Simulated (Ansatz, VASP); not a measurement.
Fe in VASP and in Ansatz

INCAR

```
ALGO     = Normal         # electronic algorithm
EDIFF    = 1E-8           # SCF threshold, eV
ENCUT    = 520            # plane-wave cutoff, eV
GGA      = PE             # functional
ISIF     = 2              # what is computed and relaxed
ISMEAR   = -1             # smearing method
ISPIN    = 2              # spin polarisation
LASPH    = T              # aspherical terms in the spheres
LCHARG   = F              # write CHGCAR
LEFG     = T            
LMAXMIX  = 4              # l up to which the mixer works
LORBIT   = 11             # projections on sites
LREAL    = F              # projectors in reciprocal space
LWAVE    = F              # write WAVECAR
MAGMOM   = 3              # initial moments
NBANDS   = 14             # bands
NELM     = 150            # most SCF steps
PREC     = Accurate       # precision mode
SIGMA    = 0.03           # smearing width, eV
```

KPOINTS

```
k-points
0
Gamma
  17 17 17
```

The input POSCAR:

```
Fe
1.0
    0.0000000000      1.8277755852      1.8277755852
    1.8277755852      0.0000000000      1.8277755852
    1.8277755852      1.8277755852      0.0000000000
Fe
1
Direct
    0.0000000000      0.0000000000      0.0000000000
```

Input for Ansatz:

```yaml
crystal:
  lattice:
    - [0.0, 1.8277755852, 1.8277755852]
    - [1.8277755852, 0.0, 1.8277755852]
    - [1.8277755852, 1.8277755852, 0.0]
  atoms:
    - { symbol: Fe, position: [0.0, 0.0, 0.0], spin: 3.0 }
magnetization:
  spin_polarized: true
kpoints:
  mp_grid: { grid: [17, 17, 17] }
  band_path:
    path:
      - [0.0, 0.0, 0.0]
      - [0.5, 0.0, 0.5]
      - [0.625, 0.25, 0.625]
      - [0.375, 0.375, 0.75]
      - [0.0, 0.0, 0.0]
      - [0.5, 0.5, 0.5]
      - [0.5, 0.25, 0.75]
      - [0.5, 0.0, 0.5]
    npoints: 8
scf:
  occupations: { method: fermi_dirac, width: 0.03 }
hamiltonian:
  xc: pbe
  pseudopotentials: { kind: paw }
output:
  forces: true
  stress: true
  eigenvalues: true
  efg: { contact_densities: true }
  populations: true
  bader: true
  dos: { projected: true, de: 0.2, e_range: [-14, 8] }
```

Alike in both runs: task electric field gradients; functional PBE; k mesh 17 × 17 × 17; occupations fermi-dirac, width 0.03 eV; collinear spin.

```csv
,VASP,Ansatz
version,VASP 6.6.1,Ansatz 0.2.0
potentials or method,"VASP PAW PBE potentials, release 64 (Fe)","PAW with Ansatz's default frozen-core files, scalar-relativistic"
plane-wave cutoff (eV),520,420
valence electrons in the cell,8,16
```

Ansatz gave:

| Quantity | Value |
| --- | --- |
| pressure (GPa) | -1.9 |
| net moment per atom (μB) | 2.62 |
| size of the moment on the site where the two differ most (μB) | 2.67 |
| Vzz of the field gradient on the site that differs most (V/Å²) | 0.0 |

**Question.** Which values does VASP return?

**Answer.** Pressure (GPa): -2.0; net moment per atom (μB): 2.62; size of the moment on the site where the two differ most (μB): 2.62; Vzz of the field gradient on the site that differs most (V/Å²): 0.0.

Site moments also hang on the region over which each program counts them. With one functional, cell and mesh, what is left measures potentials, basis and numerics. The two sets of potentials don't hold the same shells in valence.
